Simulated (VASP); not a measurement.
Si: single point with PBE

Si:

```
CELL_PARAMETERS angstrom
0.00000 2.71356 2.71356
2.71356 0.00000 2.71356
2.71356 2.71356 0.00000
ATOMIC_POSITIONS crystal
Si 0.75000 0.75000 0.75000
Si 0.50000 0.50000 0.50000
```

```
Program             : VASP 6.6.1
Task                : single point
Functional          : PBE
Potentials or basis : VASP PAW PBE potentials, release 64 (Si)
Cutoff              : 520 eV
k mesh              : 4 × 4 × 4
Occupations         : gaussian, width 0.02 eV
Spin                : no spin polarisation
```

```json
{"Pressure": "2.8 GPa", "Band gap on the k mesh": "0.69 eV, indirect (least direct gap 2.55 eV)"}
```

Levels at points of the mesh, in eV from the valence-band top:
```tsv
k point	band 2	band 3	band 4	band 5	band 6	band 7
(0.00, 0.00, 0.00)	0.00	0.00	0.00	2.55	2.55	2.55
(0.50, 0.00, 0.00)	-6.99	-1.20	-1.20	1.54	3.32	3.32
(0.50, 0.50, 0.00)	-7.82	-2.86	-2.86	0.69	0.69	10.12
```

Run time: 5.8 s on 1 thread of Intel(R) Xeon(R) Platinum 8375C CPU @ 2.90GHz (Ice Lake), with other jobs on the host, peak memory 0.15 GiB.

Caveat: the k mesh is coarse (spacing up to 0.50 Å⁻¹), so the values aren't converged. A k mesh can miss the band edges.
